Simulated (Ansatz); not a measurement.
# V in Ansatz: reference runs

Reference runs on V: the cell as given.

All numbers are computed with Ansatz 0.2.0; they aren't measurements. Logs are shortened: lines on timing, memory, paths and dates and some standing lists are left out, and cuts for length are marked.

**1. The cell of the first run**

The cell holds a slab with vacuum, 6 atoms: a = 2.680 Å, b = 2.680 Å, c = 24.475 Å, α = 90.00°, β = 90.00°, γ = 90.00°.

**2. Single point, PBE, collinear spin, ferromagnetic start (the (1 0 0) slab of V, cut from the database cell, not relaxed)**

File input.yaml:

```yaml
crystal:
  lattice:
    - [2.6799347007, 0.0, 0.0]
    - [0.0, 2.6799347007, 0.0]
    - [0.0, 0.0, 24.475]
  atoms:
    - { symbol: V, position: [0.5, 0.5, 0.3064351379], spin: 2.0 }
    - { symbol: V, position: [0.0, 0.0, 0.3838610827], spin: 2.0 }
    - { symbol: V, position: [0.5, 0.5, 0.4612870276], spin: 2.0 }
    - { symbol: V, position: [0.0, 0.0, 0.5387129724], spin: 2.0 }
    - { symbol: V, position: [0.5, 0.5, 0.6161389173], spin: 2.0 }
    - { symbol: V, position: [0.0, 0.0, 0.6935648621], spin: 2.0 }
hamiltonian:
  xc: pbe
  pseudopotentials: { kind: paw }
magnetization:
  spin_polarized: true
kpoints:
  mp_grid: { grid: [10, 10, 1] }
scf:
  occupations: { method: fermi_dirac, width: 0.05 }
output:
  forces: true
  eigenvalues: true
  write_density: true
  write_potential: true
  elf: true
  volumetric_format: npy
efield:
  axis: 3
  dipole_correction: true
  ramp_width: 0.04
```

Potentials or basis: Ansatz PAW.

On the command line:

```bash
$ ansatz run input.yaml --threads 4 --pin off --max-ram 11264MiB --backend cpu --events-out ev --progress --plain --runs-dir out
```

What it wrote:

```text
Warning: RAYON_NUM_THREADS=4 ignored (pool sized by the plan → 4); use --threads N
Engine: ansatz 0.2.0, aarch64-unknown-linux-gnu
Pseudopotentials: kind: paw
Pseudopotential: V, paw, valence charge 13, recommended cutoff 420 eV (normal), V.paw.azcp
Functional definition: PBE
  parameter kappa = 0.804
  parameter beta = 0.06672455060314922
  exchange = pbe_x(kappa = kappa, mu = beta*pi^2/3)
  correlation = pbe_c(beta = beta)
Crystal: 6 atoms, lattice volume = 175.781 Å³
Basis set: ecut = 420 eV, 3453 PW (Γ), exchange–correlation on 36×36×360 points (8 copies of the dense FFT grid, shifted against one another)
Bands: 54, of which v1, the nominal top of the filled ones, is band 39 counted from 1 (38 counted from 0)
Symmetry: 8 space group operations
k-points: 21 of 100
Non-local potential: V, projectors of the file, l = 0: 3, l = 1: 2, l = 2: 3, l = 3: 1
PAW form: soft (Blöchl's): semilocal exchange-correlation on the pseudo side does not see the compensation charge
PAW one-centre angular grid: V, 590 points (default); XC on 64 Gauss nodes
Initial density: superposition of atomic densities (neutral atoms: chi_scale 0, normalization atom)
Starting moments: Σ|m| = 12 μB on 6 of 6 sites
Initial wavefunctions: pseudopotential atomic-orbital guess
Functional: x = pbe(κ = 0.804, μ = 0.2195149727645171), c = pbe(β = 0.06672455060314922)
SCF iter   1: F=—  HF=-17477.684649 eV  |F-HF|=—  |Δ(HF+E_count)|=         —  Δρ=1.07e-1 (↑1.07e-1 ↓7.02e-2)  dr2=5.22e1  dr2_m=1.15e1  M=1.769 μB ∫|m|=1.897 μB  β_m=0.35  ethr=3.10e-3  p=0.000 e·Å  D=3.74e-14 V/Å  ΔV_dip=-0.00 eV  dr2_dipole=5.83e-9  V_vac-E_F(+/−)=8.17/8.17 eV  ⟨swp⟩=8.9  Hψ=10227  notcnv=0
Mixer restart at iter 1: flushing history
efield: sawtooth ramp at fractional position 0.9800 (placed from the atoms, in the widest stretch of the axis that holds none; the zero of the levels goes with the place), width 0.0400; the density the first Hamiltonian is built on has a dipole p = 0.000 e·Å; the dipole correction subtracts the counter field D = 3.74e-14 V/Å, which shifts the + side's vacuum level by -0.00 eV against the − side's; the planar-averaged density in the ramp window peaks in size at 6.5e-7 e/Å³
preconditioner: auto → LDOS  [metal: Δε(μ)=0.012 eV  Ē_g=4.264 eV  σ=0.050 eV  W_gap=0.06  n_scr=30 (ndim 8)  ℏωp=15.3 eV  f_vac=0.455  D(μ)=5.89/eV (n_scr^D=38)]
spin=Collinear: LDOS preconditioning applied to the charge; magnetization (m = ρ↑ − ρ↓) channel mixes plain (no charge-response kernel on spin).
SCF iter   2: F=—  HF=-17471.869623 eV  |F-HF|=—  |Δ(HF+E_count)|=    5.82e0  Δρ=6.58e-2 (↑6.58e-2 ↓5.36e-2)  dr2=9.87e0  dr2_m=5.45e0  M=1.380 μB ∫|m|=1.500 μB  β_m=0.52  ethr=3.10e-3  p=0.001 e·Å  D=8.89e-4 V/Å  ΔV_dip=-0.02 eV  dr2_dipole=3.56e-4  V_vac-E_F(+/−)=5.88/5.90 eV  ⟨swp⟩=4.0  Hψ=5552  notcnv=0  defer=139
density mixer auto → msr1: a metal under ldos (density of states about μ 3.46 of a free-electron gas's, 30 screened modes)
SCF iter   3: F=—  HF=-17471.288773 eV  |F-HF|=—  |Δ(HF+E_count)|=   5.81e-1  Δρ=2.22e-2 (↑2.22e-2 ↓1.25e-2)  dr2=1.69e0  dr2_m=4.44e-1  M=0.588 μB ∫|m|=0.678 μB  β_m=0.63  ethr=3.10e-3  p=0.000 e·Å  D=3.46e-4 V/Å  ΔV_dip=-0.01 eV  dr2_dipole=4.22e-3  V_vac-E_F(+/−)=3.45/3.45 eV  ⟨swp⟩=3.3  Hψ=4295  notcnv=0  defer=139
SCF iter   4: F=—  HF=-17471.020403 eV  |F-HF|=—  |Δ(HF+E_count)|=   2.68e-1  Δρ=1.13e-2 (↑5.73e-3 ↓1.13e-2)  dr2=7.33e-2  dr2_m=9.96e-2  M=0.392 μB ∫|m|=0.441 μB  β_m=0.71  ethr=2.17e-3  p=0.001 e·Å  D=1.00e-3 V/Å  ΔV_dip=-0.02 eV  dr2_dipole=2.73e-3  V_vac-E_F(+/−)=4.57/4.59 eV  ⟨swp⟩=2.9  Hψ=3451  notcnv=0  defer=117
[... 15 lines left out ...]
WARN: The output density's exchange-correlation potential varies sharply where the density is thin. Do not read a vacuum level from v_tot or v_xc, or from such a field of the output density. On a cell that repeats whose density bears no net charge and no dipole along the vacuum's axis use v_es (v_loc + v_h of the components); under efield.dipole_correction with no amplitude use v_es + v_field, which holds any external_charges[].barrier, or the levels of the report's work_function block, which leave it out; under a non-zero efield.amplitude the vacuum is tilted and has no level; on a cell that repeats and bears such a dipole with no correction it is tilted too, and efield.dipole_correction with no amplitude gives each side of its ramp a level where efield: is served; in a cell that repeats whose density bears a net charge (total_charge, or a fill off its count) it is curved and has none; of a slab under crystal.periodic whose density bears no net charge use v_es, which has a level on each side, short of where the two are joined; of another it falls or rises all the way out and has none; of a slab beside external_charges read slab_vacuum_level instead, which it has where they leave it neutral. The grid or the basis barely resolves most such structure, and the values can differ between equally converged runs; as a rule a tighter scf.convergence.dr2_threshold does not remove it. Where the density itself ripples (under the LDA too) a higher basis.ecutwfc lessens it. The files hold the spikes' plane waves up to the density's cutoff. Files: v_tot_of_output_density and the like, and their columns of v_z.tsv (output.write_potential); v_xc_of_output_density and the like, and their columns of v_comp_z.tsv (output.write_potential_components). Measured: with its Gaussian average of σ = 0.25 Å subtracted twice, the exchange-correlation potential is over 0.1 eV at 202 of the grid points where the equally averaged density (valence and model cores) is under 1e-3 e/Å³, and 0.620 eV at the most among them, at an averaged density of 1.2e-7 e/Å³. The input density's (outcome.potential() and, of a run that writes arrays, v_tot and v_xc) is over 0.1 eV, so measured, at 35 points of its own thin density, 0.184 eV at the most. See output.write_potential in the manual, Limitations
SCF converged after 16 iterations
Magnetization: 0.0000 μB (39.0000 up, 39.0000 down)
Absolute magnetization: 0.0000 μB (∫|ρ↑−ρ↓|, with the PAW one-centre terms)
Spin contamination: 0.0000 ħ² per cell (⟨S²⟩ above its minimum at these occupations)
Per-site moments (μB) at R_I (Å): [(-1.0475857147708942e-6, 1.1054730637406194), (1.0884344105645082e-5, 1.1054730637406194), (2.8361248449994457e-7, 1.1054730637406196), (1.8481019654896788e-6, 1.1054730637406196), (1.032890010779953e-5, 1.1054730637406196), (-4.93192395688805e-7, 1.1054730637406196)]
Free energy (F): -17471.041773 eV
Harris-Foulkes:  -17471.041773 eV  (|F-HF|=3.64e-12)
Internal energy: -17470.960421 eV  (E = F + TS)
E sigma→0 (E₀):  -17471.001097 eV
Entropy (-TS):   -0.081352 eV (-13.559 meV/atom)
Fermi energy:    5.473237 eV
Dipole field:    D = -0.000005 V/Å  (p = -0.000004 e·Å, saw-weighted, corrected)
Work function:   Φ+ = 4.5853 eV   Φ− = 4.5852 eV
Levels:          The Fermi level and band energies are counted from a zero that moves with the ramp; work functions are not
--- Per-component energies (eV) ---
  E_band       = -1757.239057
  E_kinetic    = 2008.960308
  E_local      = -96389.960541  (includes V_loc(G=0)·N_el)
  E_nonlocal   = -271.399785
  E_hartree    = 47533.161704
  E_xc         = -778.194845
  E_vxc        = -986.099433  (∫ρ·V_xc dr)
  E_paw        = -6675.675382  (= ΣΔE_a)
  E_vpaw       = -1185.063024  (= ΣTr[D̂ρ^β])
  E_aug_tail   = 0.001546  (compensation charges beyond the density's cutoff)
  E_efield     = 0.000000  (sawtooth field / dipole correction)
  E_vefield    = 0.000000  (∫n·V_field dr)
  E_ewald      = 37102.146575
  E_smearing   = -0.081352  (= −TS)
  E_closure    = -0.000000  (closes the sum)
  Σ components = -17471.041773   (vs F -17471.041773, Δ=0.00e0)
--- Forces (eV/Å), atoms counted from 1 ---
  atom   1  V      0.00000000     0.00000000     0.18642769
  atom   2  V      0.00000000     0.00000000    -0.55738783
  atom   3  V     -0.00000000     0.00000000     0.23690861
  atom   4  V     -0.00000000     0.00000000    -0.23690513
  atom   5  V      0.00000000     0.00000000     0.55738690
  atom   6  V      0.00000000     0.00000000    -0.18642795
  max |Σ_I F_I| component: 2.29e-6 eV/Å
--- Band table (eV; the first three rows and the last of 42) ---
  k-point 0 ↑: bands = ["-58.7043", "-58.7029", "-58.5874", "-58.5655", "-58.4777", "-58.3840", "-32.7643", "-32.7284", "-32.5473", "-32.3736", "-32.2980", "-32.2980", "-32.2925", "-32.2925", "-32.1827", "-32.1807", "-32.1807", "-32.1438", "-32.1438", "-32.0570", "-32.0570", "-31.9875", "-31.9473", "-31.9473", "-1.1596", "-0.4170", "0.6560", "1.6416", "1.9699", "2.0297", "2.8553", "3.1623", "3.7054", "4.3261", "4.9163", "5.1466", "5.2202", "5.4130", "5.7064", "5.7064", "6.0194", "6.0194", "6.3821", "6.5890", "6.5890", "6.6256", "7.0902", "7.1993", "7.2895", "7.2895", "7.4155", "7.5275", "7.7851", "8.0147"]
  k-point 1 ↑: bands = ["-58.6961", "-58.6949", "-58.5803", "-58.5608", "-58.4733", "-58.3826", "-32.7472", "-32.7208", "-32.5608", "-32.4210", "-32.3278", "-32.3152", "-32.2895", "-32.2848", "-32.2358", "-32.2150", "-32.1750", "-32.1421", "-32.1417", "-32.1012", "-32.0558", "-31.9796", "-31.9790", "-31.9492", "-0.9144", "-0.1871", "0.8661", "1.8401", "2.1508", "2.2223", "2.9830", "3.2750", "3.7938", "4.3822", "4.9324", "5.1207", "5.1662", "5.4928", "5.6454", "5.7683", "5.9433", "6.0234", "6.1867", "6.3000", "6.4850", "6.4930", "7.0483", "7.0537", "7.1094", "7.2331", "7.3512", "7.4410", "7.7250", "7.7267"]
  k-point 2 ↑: bands = ["-58.6743", "-58.6737", "-58.5617", "-58.5484", "-58.4612", "-58.3801", "-32.7075", "-32.7061", "-32.6123", "-32.5364", "-32.4300", "-32.3867", "-32.3124", "-32.3009", "-32.2666", "-32.2637", "-32.2122", "-32.1599", "-32.1499", "-32.1363", "-32.0525", "-32.0283", "-31.9906", "-31.9557", "-0.2226", "0.4416", "1.3994", "2.2922", "2.6237", "2.6790", "3.3182", "3.5938", "4.0825", "4.5444", "4.8785", "4.9752", "5.0085", "5.5574", "5.5585", "5.7521", "5.7830", "5.9229", "5.9959", "6.0533", "6.2474", "6.3714", "6.4333", "6.6219", "7.0612", "7.1309", "7.4063", "7.5294", "7.5305", "7.5449"]
  k-point 20 ↓: bands = ["-58.5580", "-58.5580", "-58.4581", "-58.4581", "-58.3440", "-58.3440", "-32.7725", "-32.7725", "-32.7509", "-32.7509", "-32.6117", "-32.6117", "-32.5233", "-32.5233", "-32.4744", "-32.4744", "-32.4122", "-32.4122", "-32.3022", "-32.3022", "-32.2697", "-32.2697", "-32.2108", "-32.2108", "2.0771", "2.0771", "2.5517", "2.5517", "2.9019", "2.9019", "3.0875", "3.0875", "3.3375", "3.3375", "4.1053", "4.1053", "5.1343", "5.1343", "6.4073", "6.4073", "7.0410", "7.0410", "7.6622", "7.6622", "7.9185", "7.9185", "8.3140", "8.3140", "8.7465", "8.7465", "8.8152", "8.8152", "8.9296", "8.9296"]
```

Wall time 23 s (4 threads of Arm Neoverse V2, shared host); peak memory 0.69 GiB.

What came out:

```yaml
Free_energy: -17471.0418 eV
Largest_force: 0.557 eV/Å
Band_gap_on_the_k_mesh: none (metal or under the smearing width)
Net_moment: 0.00 μB per cell
Absolute_moment: 0.00 μB per cell
Work_function_of_the_upper_face: 4.59 eV
Work_function_of_the_lower_face: 4.59 eV
Dipole_across_the_slab: 0.000 e·Å
```

Forces in eV/Å, atoms in the order of the input:
```
V    0.000  0.000  0.186
V    0.000  0.000 -0.557
V    0.000  0.000  0.237
V    0.000  0.000 -0.237
V    0.000  0.000  0.557
V    0.000  0.000 -0.186
```

Levels at points of the mesh, in eV from the Fermi level:
Spin up:
```tsv
k point	band 37	band 38	band 39	band 40	band 41	band 42
(0.00, 0.00, 0.00)	-0.25	-0.06	0.23	0.23	0.55	0.55
(0.00, -0.50, 0.00)	-0.19	-0.19	-0.04	-0.04	0.11	0.11
(-0.50, -0.50, 0.00)	-0.34	-0.34	0.93	0.93	1.57	1.57
```
Spin down:
```csv
k point,band 37,band 38,band 39,band 40,band 41,band 42
"(0.00, 0.00, 0.00)",-0.25,-0.06,0.23,0.23,0.55,0.55
"(0.00, -0.50, 0.00)",-0.19,-0.19,-0.04,-0.04,0.11,0.11
"(-0.50, -0.50, 0.00)",-0.34,-0.34,0.93,0.93,1.57,1.57
```

Caveat: the starting moments weren't kept.
